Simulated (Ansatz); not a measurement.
Here is an Ansatz 0.2.0 calculation.

File input.yaml:

```yaml
crystal:
  lattice:
    - [0.0, 3.2333428, 3.2333428]
    - [3.2333428, 0.0, 3.2333428]
    - [3.2333428, 3.2333428, 0.0]
  atoms:
    - { symbol: Sn, position: [0.75, 0.75, 0.75] }
    - { symbol: Sn, position: [0.5, 0.5, 0.5] }
kpoints:
  mp_grid: { grid: [5, 5, 5] }
  band_path:
    path:
      - [0.0, 0.0, 0.0]
      - [0.5, 0.0, 0.5]
      - [0.5, 0.25, 0.75]
      - [0.375, 0.375, 0.75]
      - [0.0, 0.0, 0.0]
      - [0.5, 0.5, 0.5]
      - [0.625, 0.25, 0.625]
      - [0.5, 0.25, 0.75]
    npoints: 6
scf:
  occupations: { method: fermi_dirac, width: 0.05 }
hamiltonian:
  xc: lda
  pseudopotentials: { kind: all_electron, lapw: { basis_error: 0.001 } }
magnetization:
  noncollinear: true
  spin_orbit: true
output:
  forces: true
  stress: true
  eigenvalues: true
```

Potentials or basis: all-electron LAPW, relativistic spinors.

Launch:

```console
$ ansatz run input.yaml --threads 1 --pin off --max-ram 3072MiB --backend cpu --events-out ev --progress --plain --runs-dir out
```

Question: Predict the band gap along the path.

Answer: None (metal or under the smearing width).

Question: Predict the pressure.

Answer: 0.3 GPa.

Levels at the corners of the path, in eV from the Fermi level:
| point | band 40 | band 41 | band 42 | band 43 | band 44 | band 45 | band 46 | band 47 | band 48 | band 49 |
| --- | --- | --- | --- | --- | --- | --- | --- | --- | --- | --- |
| Γ | -0.64 | -0.27 | -0.27 | 0.44 | 0.44 | 0.44 | 0.44 | 1.93 | 1.93 | 2.43 |
| X | -7.49 | -2.39 | -2.39 | -2.39 | -2.39 | 0.87 | 0.87 | 0.87 | 0.87 | 7.78 |
| W | -7.40 | -3.07 | -3.07 | -2.89 | -2.89 | 3.32 | 3.32 | 3.65 | 3.65 | 4.12 |
| K | -7.00 | -3.33 | -3.33 | -2.02 | -2.02 | 1.15 | 1.15 | 3.43 | 3.43 | 5.80 |
| Γ | -0.64 | -0.27 | -0.27 | 0.44 | 0.44 | 0.44 | 0.44 | 1.93 | 1.93 | 2.43 |
| L | -6.27 | -1.25 | -1.25 | -0.80 | -0.80 | 0.02 | 0.02 | 3.23 | 3.23 | 3.45 |
| U | -7.00 | -3.33 | -3.33 | -2.02 | -2.02 | 1.15 | 1.15 | 3.43 | 3.43 | 5.80 |
| W | -7.40 | -3.07 | -3.07 | -2.89 | -2.89 | 3.32 | 3.32 | 3.65 | 3.65 | 4.12 |

Caveat: the k mesh is thin for a metal, which can move the energy by tens of meV per atom.
